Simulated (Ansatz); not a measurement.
# BN: the cost of one run

Computed with Ansatz 0.2.0 (DFT PBE+D3(BJ), scalar-relativistic, plane waves, PAW, unless a step's input says otherwise).

## (1) The system as given

It takes space group R3m (No. 160, trigonal). Conventional cell: a = 2.502 Å, b = 2.502 Å, c = 10.119 Å, α = 90.00°, β = 90.00°, γ = 120.00°. B (site symmetry 3m) is surrounded by 3 N at 1.44 Å. N (site symmetry 3m) has 3 B at 1.44 Å as nearest neighbours.

As a file:

```cif
data_structure
_symmetry_space_group_name_H-M 'P 1'
_symmetry_Int_Tables_number 1
_cell_length_a 3.6693
_cell_length_b 3.6693
_cell_length_c 3.6693
_cell_angle_alpha 39.872
_cell_angle_beta 39.872
_cell_angle_gamma 39.872
_cell_volume 18.29
loop_
_atom_site_label
_atom_site_type_symbol
_atom_site_fract_x
_atom_site_fract_y
_atom_site_fract_z
_atom_site_occupancy
B1 B 0.99967 0.99967 0.99967 1
N1 N 0.33276 0.33276 0.33276 1
```

Source of the structure: the Materials Project (structure only).

## (2) Probe: one point at the start

input.yaml reads:

```yaml
crystal:
  lattice:
    - [1.2511217832, 0.7223354983, 3.3729344033]
    - [-1.2511217832, 0.7223354983, 3.3729344033]
    - [0.0, -1.4446709967, 3.3729344033]
  atoms:
    - { symbol: B, position: [0.9996712, 0.9996712, 0.9996712] }
    - { symbol: "N", position: [0.3327618, 0.3327618, 0.3327618] }
basis:
  ecutwfc: 420
kpoints:
  mp_grid: { grid: [9, 9, 9] }
hamiltonian:
  xc: pbe
  dispersion: d3bj
scf:
  occupations: { method: gaussian, width: 0.1 }
output:
  forces: true
  stress: true
  eigenvalues: true
```

Launch:

```sh
$ ansatz run input.yaml --threads 1 --pin off --max-ram 1228MiB --backend cpu --events-out ev --progress --plain --runs-dir out
```

What time and memory should one allow on 1 thread of an Arm CPU, shared host?

About 1.4 s, with a peak of 0.33 GiB.
